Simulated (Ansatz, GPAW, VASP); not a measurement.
# GaSb: programs and potentials compared

```
CELL_PARAMETERS angstrom
0.00000 3.05900 3.05900
3.05900 0.00000 3.05900
3.05900 3.05900 0.00000
ATOMIC_POSITIONS crystal
Sb 0.75000 0.75000 0.75000
Ga 0.00000 0.00000 0.00000
```

Alike in all runs: task single point; functional PBE; k mesh 8 × 8 × 8; occupations gaussian, width 0.022 eV; no spin polarisation; no spin-orbit coupling. Pressure is positive in compression and, in plane waves, holds the error of the finite cutoff.

```csv
program and potentials,plane-wave cutoff (eV),notes,band gap (eV),pressure (GPa)
"GPAW, GPAW PAW data sets (gpaw-data 1.2.1)",600,-,0.09,2.31
"Ansatz, all-electron LAPW, scalar-relativistic",-,-,0.04,2.30
"VASP, PBE PAW files Ga_d, Sb, 520 eV",520,-,0.04,2.37
```

The band gap spans 0.04 (VASP, PBE PAW files Ga_d, Sb, 520 eV) to 0.09 eV (GPAW, GPAW PAW data sets (gpaw-data 1.2.1)), with all-electron results at 0.04. The pressure spans 2.30 (Ansatz, all-electron LAPW, scalar-relativistic) to 2.37 GPa (VASP, PBE PAW files Ga_d, Sb, 520 eV), with all-electron results at 2.30. Spin-orbit coupling, left out here, moves the band edges of heavy atoms.

Differences between rows come from potentials, basis sets and numerical settings, since the functional is the same but for its coding. Runs on potential files found faulty are left out.
